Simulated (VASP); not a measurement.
Write the native input for VASP 6.6.1 that does the following.

* Task: single point
* Functional: RPBE
* Potentials or basis: VASP PAW PBE potentials, release 64 (Sn_d)
* Cutoff: 520 eV
* k mesh: 9 × 9 × 13
* Occupations: fermi-dirac, width 0.1 eV
* Spin: no spin polarisation
* Dipole correction: no
* Further INCAR settings: ALGO = Fast; EDIFF = 1e-06; NBANDS = 28

The structure of Sn lies in POSCAR:

```
Sn
1.0
    5.4650922284      0.0000000000      0.0000000000
   -2.7325461142      4.7329087038      0.0000000000
    0.0000000000      0.0000000000      3.3315680657
Sn
3
Direct
    1.0000000000      0.0000000000      0.0000000000
    0.3333333333      0.6666666667      0.5000000000
    0.6666666667      0.3333333333      0.5000000000
```

This isn't the form of Sn at room conditions, which is tetragonal (white tin).

One way to write it, as run:

INCAR

```
PREC = Accurate
ENCUT = 520
EDIFF = 1E-6
ISMEAR = -1
SIGMA = 0.1
LREAL = F
LASPH = T
NELM = 100
ALGO = Fast
ISIF = 2
LWAVE = F
LCHARG = T
GGA = RP
LELF = T
LVHAR = T
NBANDS = 28
```

KPOINTS

```
regular mesh
0
Gamma
  9 9 13
```

Potentials or basis: VASP PAW PBE potentials, release 64 (Sn_d).

Command:

```console
$ cat potpaw_PBE.64/Sn_d/POTCAR > POTCAR
$ mpirun -np 1 vasp_std > vasp.out
```

It gave:

```json
{
 "Pressure": "-0.1 GPa",
 "Band gap on the k mesh": "none (metal or under the smearing width)"
}
```

Caveat: the PAW data sets were made with another functional, which shifts forces and pressure a little.

Run time: 4.3 min on 1 thread of Intel(R) Xeon(R) Platinum 8488C (Sapphire Rapids), with other jobs on the host, peak memory 0.31 GiB.
